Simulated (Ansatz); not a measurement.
# Ge: the cost of one run

Method: DFT PBE, scalar-relativistic, plane waves, PAW, in Ansatz 0.2.0.

2 further runs of the same task are left out: 1 that didn't finish, 1 set aside as unsound or not needed.

### Step 1. Starting point

Symmetry: I4_1/amd, No. 141, tetragonal system. The conventional cell has a = 5.207 Å, b = 5.207 Å, c = 2.846 Å, α = 90.00°, β = 90.00°, γ = 90.00°. Ge (site symmetry -4m2) is surrounded by 6 Ge at 2.70 to 2.85 Å.

Structure file:

```
CELL_PARAMETERS angstrom
-2.60330 2.60330 1.42324
2.60330 -2.60330 1.42324
2.60330 2.60330 -1.42324
ATOMIC_POSITIONS crystal
Ge 0.25000 0.75000 0.50000
Ge 0.50000 0.50000 0.00000
```

It goes back to an entry of the Materials Project, which need not be the stable form.

This cell was relaxed beforehand with the same method: volume 19.29 Å³/atom, gap on the mesh none (metal).

### Step 2. Electronic structure at the relaxed geometry

The input, input.yaml:

```yaml
crystal:
  lattice:
    - [-2.6033023463, 2.6033023463, 1.423241173]
    - [2.6033023463, -2.6033023463, 1.423241173]
    - [2.6033023463, 2.6033023463, -1.423241173]
  atoms:
    - { symbol: Ge, position: [0.25, 0.75, 0.5] }
    - { symbol: Ge, position: [0.5, 0.5, 0.0] }
basis:
  ecutwfc: 420
kpoints:
  mp_grid: { grid: [16, 16, 16] }
  band_path:
    path:
      - [[0.0, 0.0, 0.0], [0.0, 0.0, 0.5], [-0.5, 0.5, 0.5], [0.0, 0.0, 0.0], [0.32472188, 0.32472188, -0.32472188]]
      - [[-0.32472188, 0.67527812, 0.32472188], [-0.5, 0.5, 0.5]]
      - [[0.0, 0.0, 0.5], [0.25, 0.25, 0.25], [0.0, 0.5, 0.0], [0.0, 0.0, 0.0]]
    npoints: 14
hamiltonian:
  xc: pbe
scf:
  occupations: { method: gaussian, width: 0.1 }
  n_extra_bands: 6
output:
  forces: true
  stress: true
  eigenvalues: true
  populations: true
  dos: { projected: true, de: 0.02, nscf_kmesh: { grid: [24, 24, 24] } }
  bader: true
  write_density: true
  write_potential: true
  elf: true
  volumetric_format: npy
```

Run with:

```console
$ ansatz run input.yaml --threads 1 --pin off --max-ram 2560MiB --backend cpu --events-out ev --progress --plain --runs-dir out
```

What time and memory should one allow on 1 thread of AMD EPYC 9R45 (Zen 5), shared host?

About 21 s, with a peak of 0.74 GiB.
